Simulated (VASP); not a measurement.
# Br (I4/mmm) in VASP: reference runs

How does Br come out in PBE? The cell is run as given and disturbed, then over a range of volumes.

All numbers are computed with VASP 6.6.1; they aren't measurements. Logs are shortened: lines on timing, memory, paths and dates and some standing lists are left out, and cuts for length are marked.

## (1) The crystal as given

It takes space group I4/mmm (No. 139, tetragonal). Conventional cell: a = 2.847 Å, b = 2.847 Å, c = 7.155 Å, α = 90.00°, β = 90.00°, γ = 90.00°. Br (site symmetry 4/mmm) has 4 Br at 2.85 Å as nearest neighbours.

## (2) Single point, PBE

File INCAR:

```
PREC = Accurate
ENCUT = 520
EDIFF = 1E-7
ISMEAR = -1
SIGMA = 0.05
LREAL = False
LASPH = True
NELM = 80
ALGO = Normal
ISIF = 2
LWAVE = False
LCHARG = False
GGA = PE
NBANDS = 10
```

File KPOINTS:

```
Automatic mesh
0
Gamma
  13 13 13
```

File POSCAR:

```
Br
1.0
   -1.4234917050      1.4234917050      3.5775173700
    1.4234917050     -1.4234917050      3.5775173700
    1.4234917050      1.4234917050     -3.5775173700
Br
1
Direct
    0.0000000000      0.0000000000      0.0000000000
```

Potentials or basis: VASP PAW PBE potentials, release 64 (Br).

Started as:

```bash
$ cat potpaw_PBE.64/Br/POTCAR > POTCAR
$ mpirun -np 1 vasp_std > vasp.out
```

OUTCAR:

```text
PREC = Accurate
   ENCUT = 520
   EDIFF = 1E-7
   ISMEAR = -1
   LREAL = False
   LASPH = True
   NELM = 80
   ISIF = 2
   GGA = PE

 ion  position               nearest neighbor table
   1  0.000  0.000  0.000-

  LATTYP: Found a body centered tetragonal cell.
 ALAT       =     2.8469834100
 C/A-ratio  =     2.5131986069

  Lattice vectors:

 A1 = (  -1.4234917050,   1.4234917050,   3.5775173700)
 A2 = (   1.4234917050,  -1.4234917050,   3.5775173700)
 A3 = (   1.4234917050,   1.4234917050,  -3.5775173700)

Analysis of symmetry for initial positions (statically):
=====================================================================
 Subroutine PRICEL returns:
 Original cell was already a primitive cell.

 Routine SETGRP: Setting up the symmetry group for a
 body centered tetragonal supercell.

 Subroutine GETGRP returns: Found 16 space group operations
 (whereof 16 operations were pure point group operations)
 out of a pool of 16 trial point group operations.

The static configuration has the point symmetry D_4h.

Analysis of symmetry for dynamics (positions and initial velocities):
=====================================================================
 Subroutine PRICEL returns:
 Original cell was already a primitive cell.

 Routine SETGRP: Setting up the symmetry group for a
 body centered tetragonal supercell.

 Subroutine GETGRP returns: Found 16 space group operations
 (whereof 16 operations were pure point group operations)
 out of a pool of 16 trial point group operations.

The dynamic configuration has the point symmetry D_4h.

 Subroutine INISYM returns: Found 16 space group operations
 (whereof 16 operations are pure point group operations),
 and found     1 'primitive' translations

----------------------------------------------------------------------------------------

                                     Primitive cell

  volume of cell :      28.9969

  direct lattice vectors                    reciprocal lattice vectors
    -1.423491705  1.423491705  3.577517370     0.000000000  0.351248973  0.139761725
     1.423491705 -1.423491705  3.577517370     0.351248973  0.000000000  0.139761725
     1.423491705  1.423491705 -3.577517370     0.351248973  0.351248973  0.000000000

  length of vectors
     4.105032010  4.105032010  4.105032010     0.378033307  0.378033307  0.496741062

  position of ions in fractional coordinates (direct lattice)
     0.000000000  0.000000000  0.000000000

  ion indices of the primitive-cell ions
   primitive index   ion index
                 1           1

----------------------------------------------------------------------------------------

 KPOINTS: Automatic mesh

Automatic generation of k-mesh.
 Grid dimensions read from file:
 generate k-points for:   13   13   13

 Generating k-lattice:

  Cartesian coordinates                     Fractional coordinates (reciprocal lattice)
     0.000000000  0.027019152  0.010750902     0.076923077  0.000000000 -0.000000000
     0.027019152  0.000000000  0.010750902     0.000000000  0.076923077 -0.000000000
     0.027019152  0.027019152  0.000000000     0.000000000  0.000000000  0.076923077

  Length of vectors
     0.029079485  0.029079485  0.038210851

  Shift w.r.t. Gamma in fractional coordinates (k-lattice)
     0.000000000  0.000000000  0.000000000

 Subroutine IBZKPT returns following result:
 ===========================================

 Found    196 irreducible k-points:

 Following reciprocal coordinates:
            Coordinates               Weight
  0.000000  0.000000  0.000000      1.000000
  0.076923  0.000000  0.000000      8.000000
  0.153846  0.000000  0.000000      8.000000
  0.230769  0.000000  0.000000      8.000000
  0.307692  0.000000  0.000000      8.000000
  0.384615  0.000000  0.000000      8.000000
[... 42 lines left out ...]
 -0.461538  0.461538  0.000000      4.000000
  0.076923  0.076923  0.076923      8.000000
 [... further k-points ...]
   k-points           NKPTS =    196   k-points in BZ     NKDIM =    196   number of bands    NBANDS=     10
   number of dos      NEDOS =    301   number of ions     NIONS =      1
   total plane-waves  NPLWV =  32768
   dimension x,y,z NGX =    32 NGY =   32 NGZ =   32
   dimension x,y,z NGXF=    64 NGYF=   64 NGZF=   64
   ions per type =               1
   NGX,Y,Z   is equivalent  to a cutoff of  12.96, 12.96, 12.96 a.u.
   NGXF,Y,Z  is equivalent  to a cutoff of  25.92, 25.92, 25.92 a.u.
 SYSTEM =  unknown system
   PREC   = accura    normal or accurate (medium, high low for compatibility)
   ISTART =      0    job   : 0-new  1-cont  2-samecut
   ICHARG =      2    charge: 1-file 2-atom 10-const
   ISPIN  =      1    spin polarized calculation?
   LNONCOLLINEAR =      F non collinear calculations
   LSORBIT =      F    spin-orbit coupling
   LASPH  =      T    aspherical Exc in radial PAW
   ENCUT  =  520.0 eV  38.22 Ry    6.18 a.u.   7.63  7.63  7.63*2*pi/ulx,y,z
   NELM   =     80;   NELMIN=  2; NELMDL= -5     # of ELM steps
   EDIFF  = 0.1E-06   stopping-criterion for ELM
   LREAL  =      F    real-space projection
   EDIFFG = 0.1E-05   stopping-criterion for IOM
   NSW    =      0    number of steps for IOM
   IBRION =     -1    ionic relax: 0-MD 1-quasi-New 2-CG
   NFREE  =      0    steps in history (QN), initial steepest desc. (CG)
   ISIF   =      2    stress and relaxation
   ISYM   =      2    0-nonsym 1-usesym 2-fastsym
   POTIM  = 0.5000    time-step for ionic-motion
   TEBEG  =    0.0;   TEEND  =   0.0 temperature during run
   PSTRESS=    0.0 pullay stress
   NELECT =       7.0000    total number of electrons
   NUPDOWN=      -1.0000    fix difference up-down
   EMIN   =  10.00;   EMAX   =-10.00  energy-range for DOS
   EFERMI =   0.00;   METHOD = LEGACY
   ISMEAR =    -1;   SIGMA  =   0.05  broadening in eV -4-tet -1-fermi 0-gaus
   EFERMI_NEDOS =   21; number of points for ismear=-14 and -15
   IALGO  =     38    algorithm
   IMIX   =      4    mixing-type and parameters
     AMIX     =   0.40;   BMIX     =  1.00
     AMIX_MAG =   1.60;   BMIX_MAG =  1.00
  volume/ion in A,a.u.               =      29.00       195.68
  Fermi-wavevector in a.u.,A,eV,Ry     =   1.019351  1.926294 14.137486  1.039076
  Thomas-Fermi vector in A             =   2.152860
   LORBIT       =      0    0 simple, 1 ext, 2 COOP (PROOUT), +10 PAW based schemes
   GGA     = PE    functional components
   LHFCALC =     F    Hartree Fock is set to
   AEXX    =    0.0000 exact exchange contribution
   IVDW    =     0    specifies the selected vdW correction
   LEPSILON=     F    determine dielectric tensor
   LRPA    =     F    only Hartree local field effects (RPA)
 non-spin polarized calculation
  energy-cutoff  :      520.00
  volume of cell :       29.00
 maximum number of plane-waves:       795
   NGX = 15   NGY = 15   NGZ = 15

 number of electron       7.0000000 magnetization

 Free energy of the ion-electron system (eV)
  ---------------------------------------------------
  ext. energy  EPLUGINS =         0.00000000
  ---------------------------------------------------
  free energy    TOTEN  =        -1.44362667 eV

  energy without entropy =       -1.43890208  energy(sigma->0) =       -1.44126438

 E-fermi :   1.4579     XC(G=0):  -8.6374

 val. band max:        1.3841226079   @ k =  -0.2308   0.3077   0.0769
 cond. band min:       1.4916861260   @ k =  -0.3077   0.3846   0.1538
 fundamental gap:      0.1075635181
 Fermi energy:         1.4579463688

 k-point     1 :       0.0000    0.0000    0.0000
  band No.  band energies     occupation
      1     -14.8295      2.00000
      2      -0.8593      2.00000
      3       2.3934      0.00000
      4       2.3934      0.00000
      5       6.8799      0.00000
      6      11.2709      0.00000
      7      11.7646      0.00000
      8      17.3354      0.00000
      9      17.3354      0.00000
     10      17.9560      0.00000

 k-point     2 :       0.0769    0.0000    0.0000
  band No.  band energies     occupation
      1     -14.7561      2.00000
      2      -0.8522      2.00000
      3       1.7745      0.00355
      4       2.4384      0.00000
      5       7.1076      0.00000
      6      11.5251      0.00000
      7      12.3289      0.00000
      8      15.5116      0.00000
      9      17.4527      0.00000
     10      18.8984      0.00000

 k-point     3 :       0.1538    0.0000    0.0000
  band No.  band energies     occupation
      1     -14.5432      2.00000
      2      -0.8329      2.00000
      3       0.4005      2.00000
      4       2.5663      0.00000
      5       7.6683      0.00000
      6      11.7875      0.00000
      7      13.4380      0.00000
      8      14.2283      0.00000
      9      17.7952      0.00000
     10      19.4642      0.00000

 k-point     4 :       0.2308    0.0000    0.0000
  band No.  band energies     occupation
      1     -14.2152      2.00000
      2      -1.2452      2.00000
      3      -0.6781      2.00000
      4       2.7560      0.00000
      5       8.3536      0.00000
      6      11.8953      0.00000
      7      12.2649      0.00000
      8      16.4047      0.00000
      9      18.2975      0.00000
     10      19.5526      0.00000

 k-point     5 :       0.3077    0.0000    0.0000
  band No.  band energies     occupation
      1     -13.8210      2.00000
      2      -2.6178      2.00000
      3      -0.6285      2.00000
      4       2.9710      0.00000
      5       8.6245      0.00000
      6      11.5528      0.00000
      7      12.6402      0.00000
      8      17.9866      0.00000
      9      18.0796      0.00000
     10      19.2595      0.00000

 k-point     6 :       0.3846    0.0000    0.0000
  band No.  band energies     occupation
      1     -13.4448      2.00000
      2      -3.7062      2.00000
      3      -0.5312      2.00000
      4       3.1617      0.00000
      5       8.2077      0.00000
      6      12.4610      0.00000
      7      13.1334      0.00000
      8      17.0903      0.00000
      9      17.8723      0.00000
     10      19.5082      0.00000
[... 391 lines left out ...]
 k-point    37 :      -0.2308    0.2308    0.0000
  band No.  band energies     occupation
      1     -13.6574      2.00000
      2      -0.7213      2.00000
      3      -0.5755      2.00000
      4      -0.0833      2.00000
      5       8.8936      0.00000
      6      12.3009      0.00000
      7      12.4988      0.00000
      8      13.7203      0.00000
      9      17.2599      0.00000
     10      18.3285      0.00000

 k-point    38 :       0.3077    0.3077   -0.0000
  band No.  band energies     occupation
      1     -12.8200      2.00000
      2      -1.8178      2.00000
      3      -1.8019      2.00000
      4      -0.3575      2.00000
      5       9.9938      0.00000
      6      10.5158      0.00000
      7      13.0593      0.00000
      8      16.8292      0.00000
      9      18.2390      0.00000
     10      19.6783      0.00000

 k-point    39 :       0.3846    0.3077    0.0000
  band No.  band energies     occupation
      1     -12.4744      2.00000
      2      -2.8444      2.00000
      3      -1.4860      2.00000
      4      -0.0920      2.00000
      5       9.3587      0.00000
      6       9.9479      0.00000
      7      13.2751      0.00000
      8      16.1502      0.00000
      9      18.6989      0.00000
     10      19.7425      0.00000

 k-point    40 :       0.4615    0.3077    0.0000
  band No.  band energies     occupation
      1     -12.2707      2.00000
      2      -3.4056      2.00000
      3      -1.2726      2.00000
      4       0.1877      2.00000
      5       8.7766      0.00000
      6       9.6903      0.00000
      7      13.2302      0.00000
      8      15.6729      0.00000
      9      17.2936      0.00000
     10      20.2304      0.00000

 [... further k-points ...]

------------------------ aborting loop because EDIFF is reached ----------------------------------------

  FORCE on cell =-STRESS in cart. coord.  units (eV):
  Direction    XX          YY          ZZ          XY          YZ          ZX
  --------------------------------------------------------------------------------------
  -------------------------------------------------------------------------------------
  Total        0.2299698      0.2299698      0.3056529      0.0000000     -0.0000000      0.0000000
  in kB       12.7066123     12.7066123     16.8883576      0.0000000     -0.0000000      0.0000000
  external PRESSURE =      14.1005274 kB  Pullay stress =       0.0000000 kB

 VOLUME and BASIS-vectors are now :
 -----------------------------------------------------------------------------
  energy-cutoff  :      520.00
  volume of cell :       29.00
      direct lattice vectors                 reciprocal lattice vectors
    -1.423491705  1.423491705  3.577517370     0.000000000  0.351248973  0.139761725
     1.423491705 -1.423491705  3.577517370     0.351248973  0.000000000  0.139761725
     1.423491705  1.423491705 -3.577517370     0.351248973  0.351248973  0.000000000

 POSITION                                       TOTAL-FORCE (eV/Angst)
 -----------------------------------------------------------------------------------
      0.00000      0.00000      0.00000         0.000000     -0.000000      0.000000
 -----------------------------------------------------------------------------------
    total drift:                               -0.000000     -0.000000      0.000000

  FREE ENERGIE OF THE ION-ELECTRON SYSTEM (eV)
  ---------------------------------------------------
  free  energy   TOTEN  =        -1.4436266733 eV

  energy  without entropy=       -1.4389020793  energy(sigma->0) =       -1.44126438
```

It took 37 s on 1 thread of Intel Xeon Platinum 8488C (Sapphire Rapids), shared host; peak memory 0.2 GiB.

Results:

- Free energy: -1.4436 eV
- Pressure: 1.4 GPa
- Band gap on the k mesh: none (metal or under the smearing width)

Stress tensor (GPa, compression positive):
```
1.27 0.00 0.00
0.00 1.27 0.00
0.00 0.00 1.69
```

Levels at points of the mesh, in eV from the Fermi level:
```tsv
k point	band 1	band 2	band 3	band 4	band 5	band 6
(0.00, 0.00, 0.00)	-16.29	-2.32	0.94	0.94	5.42	9.81
```

Caveat: an odd number of electrons without spin polarisation forces a metal; a magnetic or distorted state may lie lower.

## (3) Single point, PBE (cell strained at random at fixed volume)

File INCAR:

```
SYSTEM = Br
PREC = Accurate
ENCUT = 520
EDIFF = 1E-7
ISMEAR = -1
SIGMA = 0.05
LREAL = .False.
LASPH = .True.
NELM = 80
ALGO = Normal
ISIF = 2
LWAVE = .False.
LCHARG = .False.
GGA = PE
NBANDS = 10
```

File KPOINTS:

```
regular mesh
0
Gamma
  13 13 13
  0 0 0
```

File POSCAR:

```
Br
1.0
   -1.3708610000      1.4282190000      3.5071040000
    1.5439400000     -1.4350240000      3.5786800000
    1.3437790000      1.4079430000     -3.5098120000
Br
1
Direct
    0.0120770000      0.0047410000      0.0189630000
```

Potentials or basis: VASP PAW PBE potentials, release 64 (Br).

Started as:

```bash
$ cat potpaw_PBE.64/Br/POTCAR > POTCAR
$ mpirun -np 1 vasp_std > vasp.out
```

OUTCAR:

```text
SYSTEM = Br
   PREC = Accurate
   ENCUT = 520
   EDIFF = 1E-7
   ISMEAR = -1
   LREAL = .False.
   LASPH = .True.
   NELM = 80
   ISIF = 2
   GGA = PE

 ion  position               nearest neighbor table
   1  0.012  0.005  0.019-

  LATTYP: Found a triclinic cell.
 ALAT       =     5.6642665007
 B/A-ratio  =     0.5007343122
 C/A-ratio  =     1.2513360352
 COS(alpha) =     0.0021476863
 COS(beta)  =     0.6149769546
 COS(gamma) =     0.7476150541

  Lattice vectors:

[... 729 lines left out ...]
      9      17.6656      0.00000
     10      18.7236      0.00000

 [... further k-points ...]

------------------------ aborting loop because EDIFF is reached ----------------------------------------

  FORCE on cell =-STRESS in cart. coord.  units (eV):
  Direction    XX          YY          ZZ          XY          YZ          ZX
  --------------------------------------------------------------------------------------
  -------------------------------------------------------------------------------------
  Total       -0.0229099      0.2005957      0.3434030      0.0175866      0.0001124     -0.0433827
  in kB       -1.2658511     11.0835942     18.9741785      0.9717214      0.0062094     -2.3970410
  external PRESSURE =       9.5973072 kB  Pullay stress =       0.0000000 kB

 VOLUME and BASIS-vectors are now :
 -----------------------------------------------------------------------------
  energy-cutoff  :      520.00
  volume of cell :       29.00
      direct lattice vectors                 reciprocal lattice vectors
    -1.370861000  1.428219000  3.507104000    -0.000065973  0.352723613  0.141468002
     1.543940000 -1.435024000  3.578680000     0.343160130  0.003403524  0.132748804
     1.343779000  1.407943000 -3.509812000     0.349827546  0.355921776 -0.008203151

 POSITION                                       TOTAL-FORCE (eV/Angst)
 -----------------------------------------------------------------------------------
      0.01625      0.03714     -0.00723         0.000000      0.000000      0.000000
 -----------------------------------------------------------------------------------
    total drift:                               -0.000001     -0.000000      0.000000

  FREE ENERGIE OF THE ION-ELECTRON SYSTEM (eV)
  ---------------------------------------------------
  free  energy   TOTEN  =        -1.4396084253 eV

  energy  without entropy=       -1.4339620813  energy(sigma->0) =       -1.43678525
```

Wall time 4.7 min (1 thread of Intel Xeon Platinum 8488C (Sapphire Rapids), shared host); peak memory 0.41 GiB.

What came out:

* Free energy: -1.4396 eV
* Pressure: 1.0 GPa
* Band gap on the k mesh: none (metal or under the smearing width)

Levels at points of the mesh, in eV from the Fermi level:
| k point | band 1 | band 2 | band 3 | band 4 | band 5 | band 6 | band 7 | band 8 |
| --- | --- | --- | --- | --- | --- | --- | --- | --- |
| (0.00, 0.00, 0.00) | -16.17 | -2.15 | 0.75 | 1.13 | 5.57 | 9.83 | 10.38 | 15.61 |

Caveat: an odd number of electrons without spin polarisation forces a metal; a magnetic or distorted state may lie lower.

## (4) Equation of state, PBE, 27.26 Å³/atom (volume scaled by 0.94)

File INCAR:

```
ALGO = Normal
EDIFF = 1E-7
ENCUT = 520
GGA = PE
ISIF = 2
ISMEAR = -1
LASPH = True
LCHARG = False
LREAL = False
LWAVE = False
NBANDS = 10
NELM = 60
PREC = Accurate
SIGMA = 0.05
```

File KPOINTS:

```
k-points
0
Gamma
  13 13 13
```

File POSCAR:

```
Br
1.0
   -1.3944327001      1.3944327001      3.5044863193
    1.3944327001     -1.3944327001      3.5044863193
    1.3944327001      1.3944327001     -3.5044863193
Br
1
Direct
    0.0000000000      0.0000000000      0.0000000000
```

Started as:

```bash
$ cat potpaw_PBE.64/Br/POTCAR > POTCAR
$ mpirun -np 1 vasp_std > vasp.out
```

It took 53 s on 1 thread of Intel Xeon Platinum 8488C (Sapphire Rapids), shared host; peak memory 0.19 GiB.

It converged, with:

| Item | Value |
| --- | --- |
| Free energy | -1.4139 eV |
| Pressure | 4.2 GPa |
| Band gap on the k mesh | none (metal or under the smearing width) |

Caveat: an odd number of electrons without spin polarisation forces a metal; a magnetic or distorted state may lie lower.

## (5) Equation of state, PBE, 27.84 Å³/atom (volume scaled by 0.96)

File INCAR:

```
SYSTEM = Br
ALGO = Normal
EDIFF = 1E-7
ENCUT = 520
GGA = PE
ISIF = 2
ISMEAR = -1
LASPH = .True.
LCHARG = .False.
LREAL = .False.
LWAVE = .False.
NBANDS = 10
NELM = 80
PREC = Accurate
SIGMA = 0.05
```

File KPOINTS:

```
k-points
0
Gamma
  13 13 13
  0 0 0
```

File POSCAR:

```
Br
1.0
   -1.4042529722      1.4042529722      3.5291666136
    1.4042529722     -1.4042529722      3.5291666136
    1.4042529722      1.4042529722     -3.5291666136
Br
1
Direct
    0.0000000000      0.0000000000      0.0000000000
```

Started as:

```bash
$ cat potpaw_PBE.64/Br/POTCAR > POTCAR
$ mpirun -np 1 vasp_std > vasp.out
```

Wall time 66 s (1 thread of Intel Xeon Platinum 8488C (Sapphire Rapids), shared host); peak memory 0.2 GiB.

The run converged. Its results:

| Item | Value |
| --- | --- |
| Free energy | -1.4273 eV |
| Pressure | 3.2 GPa |
| Band gap on the k mesh | none (metal or under the smearing width) |

Caveat: an odd number of electrons without spin polarisation forces a metal; a magnetic or distorted state may lie lower.

(Continued in part 2 of 2.)
